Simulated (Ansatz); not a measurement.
# Ge: the cost of one run

Program: Ansatz 0.2.0. Level of theory: DFT LDA, scalar-relativistic, plane waves, PAW. These are calculated values, not measurements.

### Step 1. The starting structure

Symmetry: I4_1/amd, No. 141, tetragonal system. The conventional cell has a = 5.149 Å, b = 5.149 Å, c = 2.795 Å, α = 90.00°, β = 90.00°, γ = 90.00°. Ge (site symmetry -4m2) has 6 Ge at 2.67 to 2.79 Å as nearest neighbours.

Coordinates:

```cif
data_structure
_symmetry_space_group_name_H-M 'I4_1/amd:1'
_symmetry_Int_Tables_number 141
_cell_length_a 5.1490
_cell_length_b 5.1490
_cell_length_c 2.7948
_cell_angle_alpha 90.000
_cell_angle_beta 90.000
_cell_angle_gamma 90.000
_cell_volume 74.10
loop_
_atom_site_label
_atom_site_type_symbol
_atom_site_symmetry_multiplicity
_atom_site_Wyckoff_symbol
_atom_site_fract_x
_atom_site_fract_y
_atom_site_fract_z
_atom_site_occupancy
Ge1 Ge 4 b 0.00000 0.50000 0.75000 1
```

The structure comes from the Materials Project (structure only).

### Step 2. Another functional, on a distorted cell: LDA

What differs from the listed cell: strain xx, yy, zz, yz, xz, xy = +1.6, +1.6, +1.6, +0.0, +0.0, +0.0 %.

input.yaml reads:

```yaml
crystal:
  lattice:
    - [-2.6146775035, 2.6146775035, 1.4192262546]
    - [2.6146775035, -2.6146775035, 1.4192262546]
    - [2.6146775035, 2.6146775035, -1.4192262546]
  atoms:
    - { symbol: Ge, position: [0.25, 0.75, 0.5] }
    - { symbol: Ge, position: [0.5, 0.5, 0.0] }
basis:
  ecutwfc: 420
kpoints:
  mp_grid: { grid: [16, 16, 16] }
hamiltonian:
  xc: lda
scf:
  occupations: { method: gaussian, width: 0.1 }
output:
  forces: true
  stress: true
  eigenvalues: true
  populations: true
```

What time and memory should one allow on 1 thread of an Arm CPU, shared host?

About 27 s, with a peak of 0.44 GiB.
